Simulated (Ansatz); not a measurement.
Level of theory: DFT PBE, scalar-relativistic, plane waves, PAW (Ansatz 0.2.0). Settings: cutoff 420 eV, Γ-centred meshes spaced at most about 0.3 Å⁻¹, and about 0.25 Å⁻¹ or finer for metals (2π included), Gaussian smearing. No spin polarisation.

All energies are static (0 K, no zero-point motion). Both are relaxed sheets, periodic along a and b.

Two relaxed structures of Zn:

A.

```
Zn
1.0
     2.55747    0.00000    0.00000
    -1.27873    2.21483    0.00000
     0.00000    0.00000   29.90647
Zn
2
Direct
  0.00000 0.00000 0.33372
  0.00000 0.00000 0.23472
```

B.

```
Zn
1.0
     5.00924    0.00000    0.00000
     0.00000    5.00924    0.00000
     0.00000    0.00000   23.80000
Zn
4
Cartesian
  3.7569 3.7569 7.0000
  1.2523 1.2523 7.0000
  3.7569 1.2523 7.0000
  1.2523 3.7569 7.0000
```

Problem. Which form is favoured at zero pressure, and by what margin per atom?

Solution. A is lower, by 0.38 eV/atom. A has layer group p6/mmm (No. 80), 2.8 Å²/atom and no gap on its mesh; B has layer group p4/mmm (No. 61), 6.3 Å²/atom and no gap. Counting all near atoms (those within 1.25 times the shortest distance at each site; a plus sign parts nearer from farther groups), A has Zn 6+1 and B has Zn 4. Both come from invented guesses. Checks on A: imaginary modes at Γ (to 42i cm⁻¹).

Cells relaxed within their symmetry can be saddle points.
